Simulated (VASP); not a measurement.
# Al (Fm-3m) in VASP: a series of runs

One crystal, Al, is run at these levels: LDA; tasks: single point.

Everything below comes from runs of VASP 6.6.1. Logs are shortened: lines on timing, memory, paths and dates and some standing lists are left out, and cuts for length are marked.

**1. The undisturbed crystal**

The structure is cubic, space group Fm-3m (No. 225). Conventional cell: a = 4.050 Å, b = 4.050 Å, c = 4.050 Å, α = 90.00°, β = 90.00°, γ = 90.00°. Al (site symmetry m-3m) has 12 Al at 2.86 Å as nearest neighbours.

**2. Single point, LDA (grid = ENCUT=400 dk=0.35 cell=3x3x2 ISMEAR=1 SIGMA=0.1 LREAL=Auto EDIFF=1e-06)**

INCAR reads:

```
SYSTEM = Al
PREC = Accurate ; ENCUT = 400
EDIFF = 1E-6 ; ISMEAR = 1
SIGMA = 0.1 ; LREAL = Auto
LASPH = .TRUE. ; NELM = 120
ALGO = Fast ; ISIF = 2
LWAVE = .FALSE. ; LCHARG = .FALSE.
GGA = CA ; NBANDS = 42
```

KPOINTS reads:

```
Automatic mesh
0
G
  3 3 4
  0 0 0
```

POSCAR reads:

```
Al
1.0
    0.0000000000      6.0744150000      6.0744150000
    6.0744150000      0.0000000000      6.0744150000
    4.0496100000      4.0496100000      0.0000000000
Al
17
Direct
    0.0000000000      0.0000000000      0.5000000000
    0.0000000000      0.3333333333      0.0000000000
    0.0000000000      0.3333333333      0.5000000000
    0.0000000000      0.6666666667      0.0000000000
    0.0000000000      0.6666666667      0.5000000000
    0.3333333333      0.0000000000      0.0000000000
    0.3333333333      0.0000000000      0.5000000000
    0.3333333333      0.3333333333      0.0000000000
    0.3333333333      0.3333333333      0.5000000000
    0.3333333333      0.6666666667      0.0000000000
    0.3333333333      0.6666666667      0.5000000000
    0.6666666667      0.0000000000      0.0000000000
    0.6666666667      0.0000000000      0.5000000000
    0.6666666667      0.3333333333      0.0000000000
    0.6666666667      0.3333333333      0.5000000000
    0.6666666667      0.6666666667      0.0000000000
    0.6666666667      0.6666666667      0.5000000000
```

Potentials or basis: VASP PAW LDA potentials, release 64 (Al).

Launch:

```
$ cat potpaw_LDA.64/Al/POTCAR > POTCAR
$ mpirun -np 1 vasp_std > vasp.out
```

OUTCAR:

```text
SYSTEM = Al
   PREC = Accurate
   ENCUT = 400
   EDIFF = 1E-6
   ISMEAR = 1
   LREAL = Auto
   LASPH = .TRUE.
   NELM = 120
   ISIF = 2
   GGA = CA

 Found     14 irreducible k-points:

 Following reciprocal coordinates:
            Coordinates               Weight
  0.000000  0.000000  0.000000      1.000000
  0.333333  0.000000  0.000000      4.000000
  0.333333  0.333333  0.000000      2.000000
 -0.333333  0.333333  0.000000      2.000000
  0.000000  0.000000  0.250000      2.000000
  0.333333  0.000000  0.250000      4.000000
   k-points           NKPTS =     14   k-points in BZ     NKDIM =     14   number of bands    NBANDS=     42
   number of dos      NEDOS =    301   number of ions     NIONS =     17
   total plane-waves  NPLWV = 125440
   dimension x,y,z NGX =    56 NGY =   56 NGZ =   40
   dimension x,y,z NGXF=   112 NGYF=  112 NGZF=   80
   ions per type =              17
   NGX,Y,Z   is equivalent  to a cutoff of  10.84, 10.84, 11.61 a.u.
   NGXF,Y,Z  is equivalent  to a cutoff of  21.67, 21.67, 23.22 a.u.
 SYSTEM =  Al
   PREC   = accura    normal or accurate (medium, high low for compatibility)
   ISTART =      0    job   : 0-new  1-cont  2-samecut
   ICHARG =      2    charge: 1-file 2-atom 10-const
   ISPIN  =      1    spin polarized calculation?
   LNONCOLLINEAR =      F non collinear calculations
   LSORBIT =      F    spin-orbit coupling
   LASPH  =      T    aspherical Exc in radial PAW
   ENCUT  =  400.0 eV  29.40 Ry    5.42 a.u.  14.01 14.01  9.34*2*pi/ulx,y,z
   NELM   =    120;   NELMIN=  2; NELMDL= -5     # of ELM steps
   EDIFF  = 0.1E-05   stopping-criterion for ELM
   LREAL  =      T    real-space projection
   EDIFFG = 0.1E-04   stopping-criterion for IOM
   NSW    =      0    number of steps for IOM
[... 5 lines left out ...]
   TEBEG  =    0.0;   TEEND  =   0.0 temperature during run
   PSTRESS=    0.0 pullay stress
   NELECT =      51.0000    total number of electrons
   NUPDOWN=      -1.0000    fix difference up-down
   EMIN   =  10.00;   EMAX   =-10.00  energy-range for DOS
   EFERMI =   0.00;   METHOD = LEGACY
   ISMEAR =     1;   SIGMA  =   0.10  broadening in eV -4-tet -1-fermi 0-gaus
   EFERMI_NEDOS =   21; number of points for ismear=-14 and -15
   IALGO  =     68    algorithm
   IMIX   =      4    mixing-type and parameters
     AMIX     =   0.40;   BMIX     =  1.00
     AMIX_MAG =   1.60;   BMIX_MAG =  1.00
  volume/ion in A,a.u.               =      17.58       118.63
  Fermi-wavevector in a.u.,A,eV,Ry     =   0.908059  1.715983 11.218978  0.824572
  Thomas-Fermi vector in A             =   2.031941
   LORBIT       =      0    0 simple, 1 ext, 2 COOP (PROOUT), +10 PAW based schemes
   GGA     = CA    functional components
   LHFCALC =     F    Hartree Fock is set to
   AEXX    =    0.0000 exact exchange contribution
   IVDW    =     0    specifies the selected vdW correction
   LEPSILON=     F    determine dielectric tensor
   LRPA    =     F    only Hartree local field effects (RPA)
 non-spin polarized calculation
 RMM-DIIS sequential band-by-band and
 Methfessel and Paxton  Order N= 1 SIGMA  =   0.10
  energy-cutoff  :      400.00
  volume of cell :      298.85
 maximum number of plane-waves:      5438
   NGX = 27   NGY = 27   NGZ = 19

 number of electron      51.0000000 magnetization

 Free energy of the ion-electron system (eV)
  ---------------------------------------------------
  ext. energy  EPLUGINS =         0.00000000
  ---------------------------------------------------
  free energy    TOTEN  =       -70.06156807 eV

  energy without entropy =      -70.06143088  energy(sigma->0) =      -70.06152234

 E-fermi :   7.0927     XC(G=0): -10.0602

 val. band max:        7.0569025117   @ k =   0.3333   0.3333   0.5000
 cond. band min:       7.0971973705   @ k =  -0.3333  -0.3333   0.2500
 fundamental gap:      0.0402948587
 Fermi energy:         7.0926889341

 k-point     1 :       0.0000    0.0000    0.0000
  band No.  band energies     occupation
      1      -3.7247      2.00000
      2      -0.9655      2.00000
      3      -0.8889      2.00000
      4      -0.7046      2.00000
      5      -0.5246      2.00000
      6       0.2786      2.00000
[... 29 lines left out ...]
     36       8.8856     -0.00000
     37       9.0151     -0.00000

 k-point     2 :       0.3333    0.0000    0.0000
  band No.  band energies     occupation
      1      -3.4159      2.00000
      2      -2.3781      2.00000
      3      -1.0515      2.00000
      4      -0.7094      2.00000
      5       0.2722      2.00000
      6       0.9666      2.00000
[... 29 lines left out ...]
     36       9.7595      0.00000
     37       9.9591      0.00000

 k-point     3 :       0.3333    0.3333    0.0000
  band No.  band energies     occupation
      1      -3.3043      2.00000
      2      -2.0758      2.00000
      3      -1.7131      2.00000
      4      -1.2603      2.00000
      5       0.7055      2.00000
      6       0.8940      2.00000
[... 29 lines left out ...]
     36       9.9734      0.00000
     37      10.0509      0.00000

 k-point     4 :      -0.3333    0.3333    0.0000
  band No.  band energies     occupation
      1      -2.9452      2.00000
      2      -2.6657      2.00000
      3      -2.1719      2.00000
      4      -0.1524      2.00000
      5       1.0001      2.00000
      6       1.0415      2.00000
[... 29 lines left out ...]
     36       9.9386      0.00000
     37       9.9475      0.00000

 k-point     5 :       0.0000    0.0000    0.2500
  band No.  band energies     occupation
      1      -3.3138      2.00000
      2      -1.1808      2.00000
      3      -1.1706      2.00000
      4      -0.6351      2.00000
      5      -0.5208      2.00000
      6       0.0281      2.00000
[... 29 lines left out ...]
     36       9.4077      0.00000
     37       9.5950      0.00000

 k-point     6 :       0.3333    0.0000    0.2500
  band No.  band energies     occupation
      1      -3.2384      2.00000
      2      -1.7485      2.00000
      3      -1.3582      2.00000
      4      -0.7465      2.00000
      5      -0.0736      2.00000
      6       0.4942      2.00000
[... 29 lines left out ...]
     36       9.9869      0.00000
     37      10.0393      0.00000

 [... further k-points ...]

 [bands above 37 left out]

------------------------ aborting loop because EDIFF is reached ----------------------------------------

  FORCE on cell =-STRESS in cart. coord.  units (eV):
  Direction    XX          YY          ZZ          XY          YZ          ZX
  --------------------------------------------------------------------------------------
  -------------------------------------------------------------------------------------
  Total       -5.6968126     -5.6968126    -12.3793895      2.5481930      0.6331468      0.6331468
  in kB      -30.5415029    -30.5415029    -66.3678418     13.6612607      3.3943988      3.3943988
  external PRESSURE =     -42.4836158 kB  Pullay stress =       0.0000000 kB

 VOLUME and BASIS-vectors are now :
 -----------------------------------------------------------------------------
  energy-cutoff  :      400.00
  volume of cell :      298.85
      direct lattice vectors                 reciprocal lattice vectors
     0.000000000  6.074415000  6.074415000    -0.082312453  0.082312453  0.082312453
     6.074415000  0.000000000  6.074415000     0.082312453 -0.082312453  0.082312453
     4.049610000  4.049610000  0.000000000     0.123468680  0.123468680 -0.123468680

 POSITION                                       TOTAL-FORCE (eV/Angst)
 -----------------------------------------------------------------------------------
      2.02481      2.02481      0.00000         0.000000      0.000000     -0.000000
      2.02480      0.00000      2.02480        -0.203907     -0.001575     -0.099802
      4.04961      2.02481      2.02480         0.040504      0.141412     -0.160334
      4.04961      0.00000      4.04961         0.203907      0.001575      0.099802
      6.07442      2.02481      4.04961        -0.040504     -0.141412      0.160334
      0.00000      2.02480      2.02480        -0.001575     -0.203907     -0.099802
[... 9 lines left out ...]
      4.04961      4.04961      8.09922         0.008007      0.008007     -0.017970
      6.07442      6.07442      8.09922        -0.016817     -0.016817      0.108127
 -----------------------------------------------------------------------------------
    total drift:                                0.000000      0.000000     -0.000000

  FREE ENERGIE OF THE ION-ELECTRON SYSTEM (eV)
  ---------------------------------------------------
  free  energy   TOTEN  =       -70.0615680746 eV

  energy  without entropy=      -70.0614308830  energy(sigma->0) =      -70.06152234
```

Run time: 79 s. Hardware: 1 thread of Intel Xeon 6975P-C (Granite Rapids), shared host; peak memory 0.28 GiB.

These settings aren't checked as converged: the numbers below hold their error.

Results:

| Item | Value |
| --- | --- |
| Free energy | -70.0616 eV |
| Pressure | -4.2 GPa |
| Largest force | 0.227 eV/Å |
| Band gap on the k mesh | none (metal or under the smearing width) |

[end of part 1 of 2]
